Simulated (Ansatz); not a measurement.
**Si under changes of volume**

One of the cells (13.979 Å³/atom); the others are scaled copies at fixed shape and fractional positions:

```xyz
1
Lattice="-1.6269 1.6269 1.3203 1.6269 -1.6269 1.3203 1.6269 1.6269 -1.3203" Properties=species:S:1:pos:R:3 pbc="T T T"
Si    0.0000    0.0000    0.0000
```

This isn't the form of Si at room conditions, which is diamond.

- Program: Ansatz 0.2.0
- Functional: PBE
- Potentials or basis: all-electron LAPW, scalar-relativistic
- Cutoff: 170 eV (chosen from the basis error)
- Basis error allowed: 0.0005 eV/atom
- k mesh: 13 × 13 × 13
- Occupations: fermi-dirac, width 0.05 eV
- Spin: no spin polarisation

| volume (Å³/atom) | energy over the lowest point (meV/atom) | pressure (GPa) |
| --- | --- | --- |
| 13.140 | 42.36 | 11.0 |
| 13.420 | 25.68 | 8.2 |
| 13.699 | 13.49 | 5.8 |
| 13.979 | 5.41 | 3.5 |
| 14.258 | ? | ? |
| 14.538 | 0.00 | -0.2 |
| 14.818 | 1.64 | -1.7 |

Task: What does the run at 14.258 Å³/atom give?

Result: Energy over the lowest point 1.06 meV/atom; pressure 1.5 GPa.

Worked out: A Birch-Murnaghan fit of order 3 (a polynomial in V^(-2/3)) to the other rows has its minimum at 14.50 Å³/atom with B0 = V·E''(V) = 87 GPa and B' = 5.1 at fixed shape and positions, which overstates the stiffness. It gives 1.09 meV/atom at 14.258 Å³/atom, against the run's 1.06, and -dE/dV = 1.6 GPa, against 1.5.

Energies are extrapolated to zero smearing.
